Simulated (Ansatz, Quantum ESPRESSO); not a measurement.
# Tuning the work function of Pd(100), part 2 of 8

Wanted: work-function changes of Pd(100) along a row of adsorbates.

Quantum ESPRESSO 7.5; plane-wave DFT, PBE, GBRV ultrasoft pseudopotentials; geometry by Ansatz 0.2.0 with PAW datasets.

So far. Step 2 (Geometry from Ansatz, clean face): The relaxation lowers the energy by 3 meV an atom. Held were the atoms numbered 1, 2 and 3; the forces quoted are those on the free ones.

### Step 3. Ground state, clean face

The effective screening medium with bc1 puts vacuum on both sides and removes the images along the normal. The slab must sit about z = 0, symmetry is kept, and the .esm1 file holds the planar potential.

Level of this step: plane-wave DFT, PBE, GBRV ultrasoft pseudopotentials (Quantum ESPRESSO 7.5).

Input file clean.esm.in:

```
&control
  prefix = 'clean.esm'
  outdir = './out'
  pseudo_dir = './pseudo'
  calculation = 'scf'
  tprnfor = .true.
/
&system
  ibrav = 0
  nat = 5
  ntyp = 1
  ecutwfc = 40
  ecutrho = 200
  occupations = 'smearing'
  smearing = 'mv'
  degauss = 0.02
  assume_isolated = 'esm'
  esm_bc = 'bc1'
/
&electrons
  conv_thr = 1e-07
  mixing_beta = 0.4
  electron_maxstep = 120
  mixing_mode = 'local-TF'
/
ATOMIC_SPECIES
  Pd  106.4200  pd_pbe_v1.4.uspp.F.UPF
CELL_PARAMETERS angstrom
  2.75064537880000 0.00000000000000 0.00000000000000
  0.00000000000000 2.75064537880000 0.00000000000000
  0.00000000000000 0.00000000000000 23.78000000000000
ATOMIC_POSITIONS crystal
  Pd  0.000000000000 0.000000000000 -0.165805898807
  Pd  0.500000000000 0.500000000000 -0.084014477507
  Pd  0.000000000000 0.000000000000 -0.002223056107
  Pd  0.500000000000 0.500000000000 0.082320976331
  Pd  0.000000000000 0.000000000000 0.165805898807
K_POINTS automatic
  10 10 1 0 0 0
```

Run with:

```bash
$ OMP_NUM_THREADS=1 mpirun -n 4 pw.x -nk 4 -in clean.esm.in > clean.esm.out
```

Output:

```text
Program PWSCF v.7.5 starts
[citation notice left out]

     Parallel version (MPI & OpenMP), running on       4 processor cores
     Number of MPI processes:                 4
     Threads/MPI process:                     1

     MPI processes distributed on     1 nodes
[...]
Current dimensions of program PWSCF are:
     Max number of different atomic species (ntypx) = 10
     Max number of k-points (npk) =  40000
     Max angular momentum in pseudopotentials (lmaxx) =  4
     Message from routine setup:
     using ibrav=0 with symmetry is DISCOURAGED, use correct ibrav instead

     K-points division:     npool     =       4
     Subspace diagonalization in iterative solution of the eigenvalue problem:
     a serial algorithm will be used

     G-vector sticks info
     --------------------
     sticks:   dense  smooth     PW     G-vecs:    dense   smooth      PW
     Sum         429     349    109                58047    41649    7523

     Using Slab Decomposition

     bravais-lattice index     =            0
     lattice parameter (alat)  =       5.1980  a.u.
     unit-cell volume          =    1214.1649 (a.u.)^3
     number of atoms/cell      =            5
     number of atomic types    =            1
     number of electrons       =        80.00
     number of Kohn-Sham states=           48
     kinetic-energy cutoff     =      40.0000  Ry
     charge density cutoff     =     200.0000  Ry
     scf convergence threshold =      1.0E-07
     mixing beta               =       0.4000
     number of iterations used =            8  local-TF  mixing
     Exchange-correlation=  SLA  PW   PBX  PBC
                           (   1   4   3   4   0   0   0)

     Effective Screening Medium Method
     =================================
     Boundary Conditions: Vacuum-Slab-Vacuum
     total charge in unit cell        =   0.0000
     grid points for fit at edges     =        4

     celldm(1)=   5.197966  celldm(2)=   0.000000  celldm(3)=   0.000000
     celldm(4)=   0.000000  celldm(5)=   0.000000  celldm(6)=   0.000000

     crystal axes: (cart. coord. in units of alat)
               a(1) = (   1.000000   0.000000   0.000000 )
               a(2) = (   0.000000   1.000000   0.000000 )
               a(3) = (   0.000000   0.000000   8.645244 )

     reciprocal axes: (cart. coord. in units 2 pi/alat)
               b(1) = (  1.000000  0.000000  0.000000 )
               b(2) = (  0.000000  1.000000  0.000000 )
               b(3) = (  0.000000  0.000000  0.115671 )

     PseudoPot. # 1 for Pd read from file:
     ./pseudo/pd_pbe_v1.4.uspp.F.UPF
     Pseudo is Ultrasoft + core correction, Zval = 16.0
     Generated by new atomic code, or converted to UPF format
     Using radial grid of  887 points,  6 beta functions with:
                l(1) =   0
                l(2) =   0
                l(3) =   1
                l(4) =   1
                l(5) =   2
                l(6) =   2
     Q(r) pseudized with  8 coefficients,  rinner =    1.130   1.130   1.130
                                                       1.130   1.130

     atomic species   valence    mass     pseudopotential
     Pd               16.00   106.42000     Pd( 1.00)

      8 Sym. Ops. (no inversion) found

   Cartesian axes

     site n.     atom                  positions (alat units)
         1        Pd     tau(   1) = (   0.0000000   0.0000000  -1.4334324  )
         2        Pd     tau(   2) = (   0.5000000   0.5000000  -0.7263256  )
         3        Pd     tau(   3) = (   0.0000000   0.0000000  -0.0192189  )
         4        Pd     tau(   4) = (   0.5000000   0.5000000   0.7116849  )
         5        Pd     tau(   5) = (   0.0000000   0.0000000   1.4334324  )

     number of k points=    21  Marzari-Vanderbilt smearing, width (Ry)=  0.0200
                       cart. coord. in units 2pi/alat
        k(    1) = (   0.0000000   0.0000000   0.0000000), wk =   0.0200000
        k(    2) = (   0.0000000   0.1000000   0.0000000), wk =   0.0800000
        k(    3) = (   0.0000000   0.2000000   0.0000000), wk =   0.0800000
        k(    4) = (   0.0000000   0.3000000   0.0000000), wk =   0.0800000
        k(    5) = (   0.0000000   0.4000000   0.0000000), wk =   0.0800000
        k(    6) = (   0.0000000  -0.5000000   0.0000000), wk =   0.0400000
        k(    7) = (   0.1000000   0.1000000   0.0000000), wk =   0.0800000
        k(    8) = (   0.1000000   0.2000000   0.0000000), wk =   0.1600000
        k(    9) = (   0.1000000   0.3000000   0.0000000), wk =   0.1600000
        k(   10) = (   0.1000000   0.4000000   0.0000000), wk =   0.1600000
[...]
k(   21) = (  -0.5000000  -0.5000000   0.0000000), wk =   0.0200000

     Dense  grid:    58047 G-vectors     FFT dimensions: (  24,  24, 216)

     Smooth grid:    41649 G-vectors     FFT dimensions: (  24,  24, 192)

     Estimated max dynamical RAM per process >     111.93 MB

     Estimated total dynamical RAM >     405.21 MB

     Initial potential from superposition of free atoms

     starting charge      77.5000, renormalised to      80.0000

     negative rho (up, down):  3.849E-01 0.000E+00
     Starting wfcs are   60 randomized atomic wfcs

     total cpu time spent up to now is        1.6 secs

     per-process dynamical memory:    62.7 Mb

     Self-consistent Calculation

     iteration #  1     ecut=    40.00 Ry     beta= 0.40
     Davidson diagonalization with overlap
     c_bands:  1 eigenvalues not converged
     ethr =  1.00E-02,  avg # of iterations =  6.1

     negative rho (up, down):  3.975E-01 0.000E+00

     total cpu time spent up to now is        5.1 secs

     total energy              =    -993.42431398 Ry
     estimated scf accuracy    <      11.36547365 Ry

     iteration #  2     ecut=    40.00 Ry     beta= 0.40
[...]
negative rho (up, down):  4.028E-01 0.000E+00

[...]
total energy              =    -993.17222530 Ry
     estimated scf accuracy    <       2.61822251 Ry

     iteration #  3     ecut=    40.00 Ry     beta= 0.40
[...]
negative rho (up, down):  4.094E-01 0.000E+00

[...]
total energy              =    -993.15409695 Ry
     estimated scf accuracy    <       1.11757983 Ry

     iteration #  4     ecut=    40.00 Ry     beta= 0.40
[...]
negative rho (up, down):  4.150E-01 0.000E+00

[...]
total energy              =    -993.22578648 Ry
     estimated scf accuracy    <       0.11069644 Ry

[...]
negative rho (up, down):  3.928E-01 0.000E+00

[...]
total energy              =    -993.39825126 Ry
     estimated scf accuracy    <       0.00227593 Ry

     iteration # 12     ecut=    40.00 Ry     beta= 0.40
[...]
c_bands:  1 eigenvalues not converged
     c_bands:  1 eigenvalues not converged
     c_bands:  1 eigenvalues not converged
     c_bands:  1 eigenvalues not converged
     c_bands:  2 eigenvalues not converged
     c_bands:  1 eigenvalues not converged
[...]
negative rho (up, down):  3.934E-01 0.000E+00

[...]
total energy              =    -993.40355265 Ry
     estimated scf accuracy    <       0.01675215 Ry

     iteration # 13     ecut=    40.00 Ry     beta= 0.40
[...]
negative rho (up, down):  3.950E-01 0.000E+00

[...]
total energy              =    -993.40182942 Ry
     estimated scf accuracy    <       0.02550380 Ry

     iteration # 14     ecut=    40.00 Ry     beta= 0.40
[...]
negative rho (up, down):  3.928E-01 0.000E+00

[...]
total energy              =    -993.40067028 Ry
     estimated scf accuracy    <       0.01565502 Ry

[...]
iteration # 21     ecut=    40.00 Ry     beta= 0.40
[...]
negative rho (up, down):  3.878E-01 0.000E+00

[...]
total energy              =    -993.40352076 Ry
     estimated scf accuracy    <       0.00000171 Ry

     iteration # 22     ecut=    40.00 Ry     beta= 0.40
[...]
negative rho (up, down):  3.878E-01 0.000E+00

[...]
total energy              =    -993.40352801 Ry
     estimated scf accuracy    <       0.00000927 Ry

     iteration # 23     ecut=    40.00 Ry     beta= 0.40
[...]
negative rho (up, down):  3.878E-01 0.000E+00

[...]
total energy              =    -993.40354904 Ry
     estimated scf accuracy    <       0.00000068 Ry

     iteration # 24     ecut=    40.00 Ry     beta= 0.40
[...]
negative rho (up, down):  3.879E-01 0.000E+00

[...]
total energy              =    -993.40353404 Ry
     estimated scf accuracy    <       0.00000088 Ry

     iteration # 25     ecut=    40.00 Ry     beta= 0.40
[...]
negative rho (up, down):  3.879E-01 0.000E+00

[...]
total energy              =    -993.40352500 Ry
     estimated scf accuracy    <       0.00000037 Ry

     iteration # 26     ecut=    40.00 Ry     beta= 0.40
[...]
negative rho (up, down):  3.879E-01 0.000E+00

[...]
total energy              =    -993.40352374 Ry
     estimated scf accuracy    <       0.00000033 Ry

     iteration # 27     ecut=    40.00 Ry     beta= 0.40
[...]
negative rho (up, down):  3.878E-01 0.000E+00

[...]
total energy              =    -993.40356049 Ry
     estimated scf accuracy    <       0.00000016 Ry

     iteration # 28     ecut=    40.00 Ry     beta= 0.40
[...]
negative rho (up, down):  3.879E-01 0.000E+00

[...]
End of self-consistent calculation

          k = 0.0000 0.0000 0.0000 (  5243 PWs)   bands (ev):

   -55.1349 -54.9707 -54.9293 -54.9293 -54.8548 -54.8439 -54.8439 -54.7753
   -54.7753 -54.4420 -54.4420 -54.3990 -54.3990 -54.3461 -54.2920 -11.7823
   -10.7114 -10.2380  -9.9832  -9.6353  -9.5582  -9.4910  -8.9314  -8.3571
    -8.0724  -7.6751  -7.6751  -7.0381  -7.0381  -6.8258  -6.7375  -6.4573
    -6.2427  -6.2427  -6.1778  -5.8447  -5.5353  -5.4625  -5.4166  -5.4166
    -5.1879  -5.1142  -4.9698  -4.9698  -3.6238  -2.4329  -0.3396   0.2024

          k = 0.0000 0.1000 0.0000 (  5229 PWs)   bands (ev):

   -55.1294 -54.9917 -54.9271 -54.9254 -54.8817 -54.8430 -54.8424 -54.7951
   -54.7742 -54.4622 -54.4406 -54.4192 -54.3975 -54.3443 -54.2903 -11.5520
   -10.5171 -10.0944  -9.8348  -9.5102  -9.4172  -9.3190  -8.8102  -8.2854
    -7.9685  -7.7358  -7.6292  -7.4034  -7.0803  -6.8949  -6.5173  -6.5005
    -6.4556  -6.4419  -6.2110  -5.8342  -5.7877  -5.7011  -5.6130  -5.3228
    -5.2929  -5.1728  -4.9477  -4.7807  -3.0584  -1.7381  -0.1360   0.4418

          k = 0.0000 0.2000 0.0000 (  5219 PWs)   bands (ev):

   -55.1173 -55.0433 -54.9345 -54.9293 -54.9150 -54.8620 -54.8414 -54.8334
   -54.7713 -54.5142 -54.4715 -54.4370 -54.3938 -54.3399 -54.2860 -10.9390
   -10.1329  -9.8320  -9.3701  -9.3388  -9.2652  -8.7383  -8.1781  -8.0610
    -7.7754  -7.7189  -7.6988  -7.5250  -7.3474  -7.2254  -6.8096  -6.7657
    -6.6598  -6.4250  -6.2737  -6.1428  -6.1230  -5.9185  -5.5494  -5.5210
    -5.3739  -5.0853  -5.0212  -3.9197  -1.9896  -0.4430   0.4701   1.1773

          k = 0.0000 0.3000 0.0000 (  5170 PWs)   bands (ev):

   -55.1178 -55.1025 -54.9832 -54.9572 -54.9009 -54.8918 -54.8564 -54.8406
   -54.7676 -54.5766 -54.5341 -54.4326 -54.3892 -54.3352 -54.2813 -10.2466
    -9.9858  -9.6390  -9.2685  -9.1597  -8.6679  -8.2617  -7.9845  -7.8776
    -7.5616  -7.5062  -7.4794  -7.4457  -7.3960  -7.2750  -6.9782  -6.8055
    -6.7968  -6.6772  -6.3381  -6.1570  -5.8981  -5.7213  -5.6729  -5.2970
    -5.2148  -5.0905  -4.9731  -2.9768  -0.8552   0.8532   1.4525   2.3205

          k = 0.0000 0.4000 0.0000 (  5162 PWs)   bands (ev):

   -55.1560 -55.1344 -55.0178 -54.9769 -54.9049 -54.8877 -54.8732 -54.8418
   -54.7645 -54.6251 -54.5825 -54.4290 -54.3855 -54.3318 -54.2779 -10.0496
   -10.0415  -9.4624  -9.2429  -8.8643  -8.2678  -8.1792  -8.0856  -7.9471
    -7.6947  -7.6462  -7.6327  -7.5235  -7.1412  -7.0835  -7.0366  -6.7625
    -6.5749  -6.1735  -5.9580  -5.6934  -5.5697  -5.5031  -5.2113  -5.1897
    -4.8627  -4.5986  -4.1800  -2.2355  -0.8011   0.6133   0.7356   2.6761

          k = 0.0000-0.5000 0.0000 (  5170 PWs)   bands (ev):

   -55.1739 -55.1487 -55.0357 -54.9728 -54.9121 -54.8819 -54.8795 -54.8430
   -54.7633 -54.6430 -54.6003 -54.4277 -54.3841 -54.3306 -54.2767 -10.0846
   -10.0801  -9.3759  -9.2968  -8.6173  -8.2325  -8.1524  -8.0675  -7.9837
    -7.8651  -7.7174  -7.7079  -7.4824  -7.1878  -7.0685  -7.0031  -6.6718
    -6.4466  -6.0446  -5.7755  -5.7153  -5.4273  -5.3090  -5.2817  -5.1846
    -3.6360  -3.2558  -2.9072  -2.8117  -2.7156   0.2132   0.2563   2.7738

[...]
the Fermi energy is    -5.1139 ev

!    total energy              =    -993.40355812 Ry
     estimated scf accuracy    <       0.00000007 Ry
     smearing contrib. (-TS)   =       0.00250513 Ry
     internal energy E=F+TS    =    -993.40606325 Ry

     The total energy is F=E-TS. E is the sum of the following terms:
     one-electron contribution =   18032.93194874 Ry
     hartree contribution      =   -9016.73527685 Ry
     xc contribution           =    -156.68286916 Ry
     ewald contribution        =   -9852.91986598 Ry

     convergence has been achieved in  28 iterations

     negative rho (up, down):  3.879E-01 0.000E+00

     Forces acting on atoms (cartesian axes, Ry/au):

     atom    1 type  1   force =     0.00000000    0.00000000   -0.00915665
     atom    2 type  1   force =     0.00000000    0.00000000   -0.00360154
     atom    3 type  1   force =     0.00000000    0.00000000    0.01255124
     atom    4 type  1   force =     0.00000000    0.00000000   -0.00072430
     atom    5 type  1   force =     0.00000000    0.00000000    0.00084670

     Total force =     0.015987     Total SCF correction =     0.001427

[...]
=------------------------------------------------------------------------------=
   JOB DONE.
=------------------------------------------------------------------------------=
[...]
```

Wall time 1.9 min (4 MPI ranks of Arm Neoverse V1, shared host); peak memory 0.52 GiB.

Read from the output:

| Property | Result |
| --- | --- |
| free energy | -13515.9440 eV |
| Fermi energy | -5.114 eV |
| vacuum line at the lower end of the cell, over the Fermi level | 5.101 eV |
| vacuum line at the upper end of the cell, over the Fermi level | 5.127 eV |

The potential energy, planar mean oscillates, so the rows of the table below give means over windows of 1.98 Å about each position, cut where the curve ends. Its maxima inside the range that stand out by 2 % of the span (Å: eV): -3.0: -1.34, -1.0: -1.63, 1.0: -0.889, 3.0: -0.846. Its minima: -4.0: -9.67, -2.0: -9.79, 0.0: -9.79, 2.0: -9.71, 4.0: -9.63.

Electrostatic potential energy of an electron; zero at the Fermi level. Table of potential energy, planar mean by z; means over each step:

z (Å), potential energy, planar mean (eV) and a bar from the least value:
```
   -10.90       5.10 ##############################
    -8.92       5.10 ##############################
    -6.94       5.06 ##############################
    -4.96      -0.31 ###############
    -2.98      -5.90 #
    -1.00      -6.10 
     0.98      -5.59 #
     2.96      -5.56 #
     4.94      -0.42 ###############
     6.92       5.08 ##############################
     8.90       5.13 ##############################
    10.88       5.13 ##############################
```

The vacuum levels are read from the outermost 0.7 Å of the cell on either side.

The run needed 28 iterations to bring the estimated error under 1e-07 Ry; the largest force on any atom, held or free, is 0.32 eV/Å.

Inside the slab this potential holds the local part of the pseudopotentials, which can be repulsive at the nuclei; only its value in the vacuum has a meaning of its own.

[end of part 2 of 8]

[Logs are printed without paths, hosts, clocks, repeated set-up lines and the standing remarks that a program may print on its own settings, such as how far it seeks lower states.]

[Hosts, paths, dates, database ids (printed as entryN), source tags and the programs' standing remarks are cut or masked in the printed files.]

[Maps of the electrostatic potential energy from Ansatz leave out the sawtooth potential of an applied field or a dipole correction, so their vacuum need not be flat; planar profiles and work functions include it.]
